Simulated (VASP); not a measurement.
# SiC (P6_3mc) in VASP: dielectric tensor with PBE+D3(BJ)

Aim: the dielectric tensor of SiC with PBE+D3(BJ).

Everything below comes from runs of VASP 6.6.1. Logs are shortened: lines on timing, memory, paths and dates and some standing lists are left out, and cuts for length are marked.

### 1 The crystal as given

The structure is hexagonal, space group P6_3mc (No. 186). The conventional cell has a = 3.070 Å, b = 3.070 Å, c = 5.038 Å, α = 90.00°, β = 90.00°, γ = 120.00°. Si (site symmetry 3m) has 4 C at 1.88 to 1.89 Å as nearest neighbours. C (site symmetry 3m) is surrounded by 4 Si at 1.88 to 1.89 Å.

### 2 Dielectric tensor, PBE+D3(BJ)

File INCAR:

```
SYSTEM = SiC
PREC = Accurate
ENCUT = 520
EDIFF = 1E-7
ISMEAR = 0
SIGMA = 0.02
LREAL = .FALSE.
LASPH = .TRUE.
NELM = 80
ALGO = Fast
ISIF = 2
LWAVE = .FALSE.
LCHARG = .FALSE.
GGA = PE
IVDW = 12
LEPSILON = .TRUE.
KPAR = 4
```

File KPOINTS:

```
regular mesh
0
G
  12 12 6
  0 0 0
```

File POSCAR:

```
SiC                                     
1.0
    3.0697818762      0.0000000000      0.0000000000
   -1.5348909381      2.6585090869      0.0000000000
    0.0000000000      0.0000000000      5.0376998455
  Si              C             
     2     2
Direct
     0.3333333300000021    0.6666666699999979    0.0046027358413241
     0.6666666699999979    0.3333333300000021    0.5046027358413241
     0.3333333300000021    0.6666666699999979    0.3803972641586739
     0.6666666699999979    0.3333333300000021    0.8803972641586739
```

Potentials or basis: VASP PAW PBE potentials, release 64 (Si, C).

Launch:

```bash
$ cat potpaw_PBE.64/Si/POTCAR potpaw_PBE.64/C/POTCAR > POTCAR
$ mpirun -np 4 vasp_std > vasp.out
```

OUTCAR:

```text
SYSTEM = SiC
   PREC = Accurate
   ENCUT = 520
   EDIFF = 1E-7
   ISMEAR = 0
   LREAL = .FALSE.
   LASPH = .TRUE.
   NELM = 80
   ISIF = 2
   GGA = PE
   IVDW = 12
   LEPSILON = .TRUE.
 IVDW          = 12

 ion  position               nearest neighbor table
   1  0.333  0.667  0.005-   4 1.88   4 1.88   4 1.88   3 1.89   2 3.08   2 3.08   2 3.08   2 3.08
                             2 3.08   2 3.08
   2  0.667  0.333  0.505-   3 1.88   3 1.88   3 1.88   4 1.89   1 3.08   1 3.08   1 3.08   1 3.08
                             1 3.08   1 3.08
   3  0.333  0.667  0.380-   2 1.88   2 1.88   2 1.88   1 1.89
   4  0.667  0.333  0.880-   1 1.88   1 1.88   1 1.88   2 1.89

  LATTYP: Found a hexagonal cell.
 ALAT       =     3.0697818762
 C/A-ratio  =     1.6410611726

  Lattice vectors:

 A1 = (   3.0697818762,   0.0000000000,   0.0000000000)
 A2 = (  -1.5348909381,   2.6585090869,   0.0000000000)
 A3 = (   0.0000000000,   0.0000000000,   5.0376998455)

Analysis of symmetry for initial positions (statically):
=====================================================================
 Subroutine PRICEL returns:
 Original cell was already a primitive cell.

 Routine SETGRP: Setting up the symmetry group for a
 hexagonal supercell.

 Subroutine GETGRP returns: Found 12 space group operations
 (whereof  6 operations were pure point group operations)
 out of a pool of 24 trial point group operations.

The static configuration has the point symmetry C_3v.
 The point group associated with its full space group is C_6v.

Analysis of symmetry for dynamics (positions and initial velocities):
=====================================================================
 Subroutine PRICEL returns:
 Original cell was already a primitive cell.

 Routine SETGRP: Setting up the symmetry group for a
 hexagonal supercell.

 Subroutine GETGRP returns: Found 12 space group operations
 (whereof  6 operations were pure point group operations)
 out of a pool of 24 trial point group operations.

The dynamic configuration has the point symmetry C_3v.
 The point group associated with its full space group is C_6v.

 Subroutine INISYM returns: Found 12 space group operations
 (whereof  6 operations are pure point group operations),
 and found     1 'primitive' translations

----------------------------------------------------------------------------------------

                                     Primitive cell

  volume of cell :      41.1129

  direct lattice vectors                    reciprocal lattice vectors
     3.069781876  0.000000000  0.000000000     0.325756044  0.188075340  0.000000000
    -1.534890938  2.658509087  0.000000000     0.000000000  0.376150680  0.000000000
     0.000000000  0.000000000  5.037699845     0.000000000  0.000000000  0.198503291

  length of vectors
     3.069781876  3.069781874  5.037699845     0.376150679  0.376150680  0.198503291

  position of ions in fractional coordinates (direct lattice)
     0.333333330  0.666666670  0.004602736
     0.666666670  0.333333330  0.504602736
     0.333333330  0.666666670  0.380397264
     0.666666670  0.333333330  0.880397264

  ion indices of the primitive-cell ions
   primitive index   ion index
                 1           1
                 2           2
                 3           3
                 4           4

----------------------------------------------------------------------------------------

 KPOINTS: regular mesh

Automatic generation of k-mesh.
 Grid dimensions read from file:
 generate k-points for:   12   12    6

 Generating k-lattice:

  Cartesian coordinates                     Fractional coordinates (reciprocal lattice)
     0.027146337  0.015672945  0.000000000     0.083333333  0.000000000  0.000000000
     0.000000000  0.031345890  0.000000000     0.000000000  0.083333333  0.000000000
     0.000000000  0.000000000  0.033083882     0.000000000  0.000000000  0.166666667

  Length of vectors
     0.031345890  0.031345890  0.033083882

  Shift w.r.t. Gamma in fractional coordinates (k-lattice)
     0.000000000  0.000000000  0.000000000

 Subroutine IBZKPT returns following result:
 ===========================================

 Found     76 irreducible k-points:

 Following reciprocal coordinates:
            Coordinates               Weight
  0.000000  0.000000  0.000000      1.000000
  0.083333 -0.000000  0.000000      6.000000
  0.166667  0.000000  0.000000      6.000000
  0.250000  0.000000  0.000000      6.000000
  0.333333 -0.000000  0.000000      6.000000
  0.416667  0.000000  0.000000      6.000000
[... 16 lines left out ...]
  0.250000  0.000000  0.166667     12.000000
  0.333333 -0.000000  0.166667     12.000000
 [... further k-points ...]
[... 32 lines left out ...]
   EFERMI =   0.00;   METHOD = LEGACY
   ISMEAR =     0;   SIGMA  =   0.02  broadening in eV -4-tet -1-fermi 0-gaus
   EFERMI_NEDOS =   21; number of points for ismear=-14 and -15
   IALGO  =     68    algorithm
   IMIX   =      4    mixing-type and parameters
     AMIX     =   0.40;   BMIX     =  1.00
     AMIX_MAG =   1.60;   BMIX_MAG =  1.00
  volume/ion in A,a.u.               =      10.28        69.36
  Fermi-wavevector in a.u.,A,eV,Ry     =   1.195241  2.258678 19.437299  1.428601
  Thomas-Fermi vector in A             =   2.331211
   LORBIT       =      0    0 simple, 1 ext, 2 COOP (PROOUT), +10 PAW based schemes
   GGA     = PE    functional components
   LHFCALC =     F    Hartree Fock is set to
   AEXX    =    0.0000 exact exchange contribution
   IVDW    =    12    specifies the selected vdW correction
   LEPSILON=     T    determine dielectric tensor
   LRPA    =     F    only Hartree local field effects (RPA)
 non-spin polarized calculation
 RMM-DIIS sequential band-by-band and
 Gauss-broadening in eV      SIGMA  =   0.02
  energy-cutoff  :      520.00
  volume of cell :       41.11
 maximum number of plane-waves:      1124
 NGX is ok and might be reduce to    24
   NGX = 11   NGY = 11   NGZ = 19

--------------------------------------- Ionic step        1  -------------------------------------------

 number of electron      15.9999999 magnetization

 E-fermi :   8.4663     XC(G=0): -11.3769

 val. band max:        8.3292637612   @ k =   0.0000   0.0000   0.0000
 cond. band min:      10.5928190900   @ k =   0.3333   0.3333   0.0000
 fundamental gap:      2.2635553288
 Fermi energy:         8.4663499111

 k-point     1 :       0.0000    0.0000    0.0000
  band No.  band energies     occupation
      1      -7.2890      2.00000
      2      -3.6990      2.00000
      3      -0.4040      2.00000
      4       7.0092      2.00000
      5       7.0092      2.00000
      6       8.2166      2.00000
      7       8.3293      2.00000
      8       8.3293      2.00000
      9      13.1834      0.00000
     10      14.6040      0.00000
     11      15.0305      0.00000
     12      15.0305      0.00000
[... 331 lines left out ...]
 k-point    24 :       0.3333   -0.0000    0.1667
  band No.  band energies     occupation
      1      -5.3029      2.00000
      2      -2.7310      2.00000
      3       0.9843      2.00000
      4       2.6641      2.00000
      5       3.5423      2.00000
      6       5.4700      2.00000
      7       6.7202      2.00000
      8       7.2240      2.00000
      9      11.7338      0.00000
     10      12.8301      0.00000
     11      15.1999      0.00000
     12      16.7110      0.00000

 [... further k-points ...]

  FORCE on cell =-STRESS in cart. coord.  units (eV):
  Direction    XX          YY          ZZ          XY          YZ          ZX
  --------------------------------------------------------------------------------------
  -------------------------------------------------------------------------------------
  Total       0.00382     0.00382     0.00346     0.00000     0.00000     0.00000
  in kB       0.14886     0.14886     0.13482     0.00000     0.00000     0.00000
  external pressure =        0.14 kB  Pullay stress =        0.00 kB

 VOLUME and BASIS-vectors are now :
 -----------------------------------------------------------------------------
  energy-cutoff  :      520.00
  volume of cell :       41.11
      direct lattice vectors                 reciprocal lattice vectors
     3.069781876  0.000000000  0.000000000     0.325756044  0.188075340  0.000000000
    -1.534890938  2.658509087  0.000000000     0.000000000  0.376150680  0.000000000
     0.000000000  0.000000000  5.037699845     0.000000000  0.000000000  0.198503291

 POSITION                                       TOTAL-FORCE (eV/Angst)
 -----------------------------------------------------------------------------------
     -0.00000      1.77234      0.02319         0.000000      0.000000      0.000085
      1.53489      0.88617      2.54204         0.000000     -0.000000      0.000085
     -0.00000      1.77234      1.91633        -0.000000      0.000000     -0.000085
      1.53489      0.88617      4.43518         0.000000     -0.000000     -0.000085
 -----------------------------------------------------------------------------------
    total drift:                               -0.000004      0.000002     -0.000184

  FREE ENERGIE OF THE ION-ELECTRON SYSTEM (eV)
  ---------------------------------------------------
  free  energy   TOTEN  =       -31.3074962065 eV

  energy  without entropy=      -31.3074962065  energy(sigma->0) =      -31.30749621

 HEAD OF MICROSCOPIC STATIC DIELECTRIC TENSOR (INDEPENDENT PARTICLE, excluding Hartree and local field effects)
 ------------------------------------------------------
           7.144542     0.000000     0.000000
           0.000000     7.144542     0.000000
           0.000000    -0.000000     7.495409
 ------------------------------------------------------

 Free energy of the ion-electron system (eV)
  ---------------------------------------------------
  ---------------------------------------------------
  free energy    TOTEN  =        -0.72282402 eV

  energy without entropy =       -0.72282402

------------------------ aborting loop because EDIFF is reached ----------------------------------------

 Edisp (eV)   -1.21047

 E8    (eV) :    -0.4543
[... 7 lines left out ...]
 E8    (eV) :    -0.4543

--------------------------------------- Ionic step        3  -------------------------------------------

 Free energy of the ion-electron system (eV)
  ---------------------------------------------------
  ---------------------------------------------------
  free energy    TOTEN  =        -0.76530772 eV

  energy without entropy =       -0.76530772

------------------------ aborting loop because EDIFF is reached ----------------------------------------

 Edisp (eV)   -1.21047

 E8    (eV) :    -0.4543

 PIEZOELECTRIC TENSOR FIELD DIRECTION 3  (e Angst)
 -----------------------------------------------------------------------------
     1.21395  0.00000  0.00000           (  0.06216  0.00000  0.00000)
     0.00000  1.21395 -0.00000           (  0.00000  0.06216 -0.00000)
    -0.00000 -0.00000 -2.09106           (  0.00000 -0.00000 -0.11941)

 PIEZOELECTRIC TENSOR FIELD DIRECTION 3  (C/m^2)
 -----------------------------------------------------------------------------
     0.47308  0.00000  0.00000
     0.00000  0.47308 -0.00000
    -0.00000 -0.00000 -0.81489

 MACROSCOPIC STATIC DIELECTRIC TENSOR (including local field effects in DFT)
 ------------------------------------------------------
           6.902693     0.000000     0.000000
          -0.000000     6.902693     0.000000
           0.000000     0.000000     7.267935
 ------------------------------------------------------

 PIEZOELECTRIC TENSOR (including local field effects)  for field in x, y, z        (e  Angst)
          XX          YY          ZZ          XY          YZ          ZX
  --------------------------------------------------------------------------------
  x     0.00000    -0.00000     0.00000    -0.00000     0.00000     1.52814
  y     0.00000     0.00000    -0.00000     0.00000     1.52814     0.00000
  z     1.21395     1.21395    -2.09106     0.00000     0.00000     0.00000

 PIEZOELECTRIC TENSOR (including local field effects)  for field in x, y, z        (C/m^2)
          XX          YY          ZZ          XY          YZ          ZX
  --------------------------------------------------------------------------------
  x     0.00000    -0.00000     0.00000    -0.00000     0.00000     0.59552
  y     0.00000     0.00000    -0.00000     0.00000     0.59552     0.00000
  z     0.47308     0.47308    -0.81489     0.00000     0.00000     0.00000

 BORN EFFECTIVE CHARGES (including local field effects) (in |e|, cummulative output)
 ---------------------------------------------------------------------------------
 ion    1
    1     2.66184     0.00000     0.00000
    2     0.00000     2.66184    -0.00000
    3     0.00000     0.00000     2.86326
 ion    2
    1     2.66184     0.00000     0.00000
    2    -0.00000     2.66184     0.00000
    3     0.00000     0.00000     2.86326
 ion    3
    1    -2.66184     0.00000     0.00000
    2    -0.00000    -2.66184     0.00000
    3     0.00000    -0.00000    -2.86326
 ion    4
    1    -2.66184    -0.00000     0.00000
    2     0.00000    -2.66184     0.00000
    3    -0.00000     0.00000    -2.86326
```

It took 93 s on 4 MPI ranks of Intel Xeon Platinum 8259CL at 2.50GHz (Skylake/Cascade Lake), shared host; peak memory 0.41 GiB.

What came out:

- Band gap on the k mesh: 2.26 eV, indirect (least direct gap 3.98 eV)
- Electronic dielectric tensor (diagonal): 6.90, 6.90, 7.27
- Born charges (mean of the diagonal): Si +2.73; C -2.73 e
- Dispersion energy per atom: -0.303 eV

Levels at points of the mesh, in eV from the valence-band top:
```
           k point  band 6  band 7  band 8  band 9  band 10  band 11
(0.00, 0.00, 0.00)   -0.11    0.00    0.00    4.85     6.27     6.70
(0.50, 0.00, 0.00)   -3.33   -3.30   -1.20    2.79     4.23     6.93
(0.00, 0.00, 0.50)   -0.71   -0.71   -0.71    5.95     5.95     7.38
(0.50, 0.00, 0.50)   -2.45   -2.34   -2.34    3.30     3.30     5.28
```

Electronic dielectric tensor:
```
6.90 0.00 0.00
0.00 6.90 0.00
0.00 0.00 7.27
```

Born effective charge tensors (e):
atom 1, Si
```
2.66 0.00 0.00
0.00 2.66 0.00
0.00 0.00 2.86
```
atom 2, Si
```
2.66 0.00 0.00
0.00 2.66 0.00
0.00 0.00 2.86
```
atom 3, C
```
-2.66  0.00  0.00
 0.00 -2.66  0.00
 0.00  0.00 -2.86
```
atom 4, C
```
-2.66  0.00  0.00
 0.00 -2.66  0.00
 0.00  0.00 -2.86
```
